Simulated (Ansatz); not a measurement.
Method: Ansatz 0.2.0, DFT PBE, scalar-relativistic, plane waves, PAW. All cells share a 420 eV cutoff and Γ-centred k meshes spaced at most about 0.3 Å⁻¹ (about 0.25 or finer for metals, 2π included). No spin polarisation.

Each guess is relaxed in cell and atoms at zero pressure, on a coarse mesh first where it starts far from rest and then on a converged one. The steps can't lower the symmetry of the start, but it can rise. Energies are static (0 K, no zero-point motion).

Two unrelaxed guesses for Be₂H₃:

Guess 1.

```cif
data_structure
_symmetry_space_group_name_H-M 'P4/mmm'
_symmetry_Int_Tables_number 123
_cell_length_a 4.7179
_cell_length_b 4.7179
_cell_length_c 3.1963
_cell_angle_alpha 90.000
_cell_angle_beta 90.000
_cell_angle_gamma 90.000
_cell_volume 71.15
loop_
_atom_site_label
_atom_site_type_symbol
_atom_site_symmetry_multiplicity
_atom_site_Wyckoff_symbol
_atom_site_fract_x
_atom_site_fract_y
_atom_site_fract_z
_atom_site_occupancy
Be1 Be 4 m 0.23584 0.00000 0.50000 1
H1 H 2 f 0.00000 0.50000 0.00000 1
H2 H 4 n 0.81341 0.50000 0.00000 1
```

Guess 2.

```cif
data_structure
_symmetry_space_group_name_H-M 'P4/mmm'
_symmetry_Int_Tables_number 123
_cell_length_a 2.8051
_cell_length_b 2.8051
_cell_length_c 4.1764
_cell_angle_alpha 90.000
_cell_angle_beta 90.000
_cell_angle_gamma 90.000
_cell_volume 32.86
loop_
_atom_site_label
_atom_site_type_symbol
_atom_site_symmetry_multiplicity
_atom_site_Wyckoff_symbol
_atom_site_fract_x
_atom_site_fract_y
_atom_site_fract_z
_atom_site_occupancy
Be1 Be 1 c 0.50000 0.50000 0.00000 1
Be2 Be 1 a 0.00000 0.00000 0.00000 1
H1 H 1 d 0.50000 0.50000 0.50000 1
H2 H 2 g 0.00000 0.00000 0.66613 1
```

Question: Which guess leads to the lower structure, and by how much?

Answer: Guess 2 ends lower, by 261 meV/atom. Guess 1: P4/mmm at 7.1 Å³/atom → P4/mmm at 7.7 Å³/atom; Guess 2: P4/mmm at 6.6 Å³/atom → P4/mmm at 7.2 Å³/atom. Counting H atoms around Be (those within 1.25 times the shortest such distance or 1.15 times the sum of covalent radii; a plus sign parts nearer from farther groups; the shortest distance is added where it is long for a bond; a slash parts the counts of unlike sites), the end of guess 1 has Be 2+4 and the end of guess 2 has Be 2/2 from 1.9 Å. The end of guess 2 holds H–H pairs as short as in free H₂ molecules (shortest 0.78 Å); in the end of guess 1 the shortest H–H distance is 1.06 Å, near bonding range too. End of guess 1. Conventional cell: a = 5.772 Å, c = 2.316 Å. Be is surrounded by 2 H at 1.74 Å and 4 H at 2.04 Å; around H on a site of symmetry mmm lie 2 H at 1.06 Å and 4 Be at 1.74 Å; H on a site of symmetry m2m is surrounded by 1 H at 1.06 Å (long contacts). End of guess 2. Conventional cell: a = 3.102 Å, c = 3.734 Å. Be on its first site has 2 H at 1.87 Å and 4 Be at 2.19 Å; Be on its second site has 2 H at 1.48 Å and 4 Be at 2.19 Å; H on a site of symmetry 4/mmm has 2 Be at 1.87 Å and 8 H at 2.23 Å; 1 more site not described.

Ends held by symmetry can be saddle points. Neither end is the lowest form computed: that has space group P1 (No. 1) and lies 0.67 eV/atom below the better end. Even the lowest of the cells shown lies +0.74 eV/atom against the elements. With hydrogen, zero-point motion can shift such differences by 10 meV/atom or more. Some structure types and database cells were kept out of the candidates from the start, so a known form may be missing.
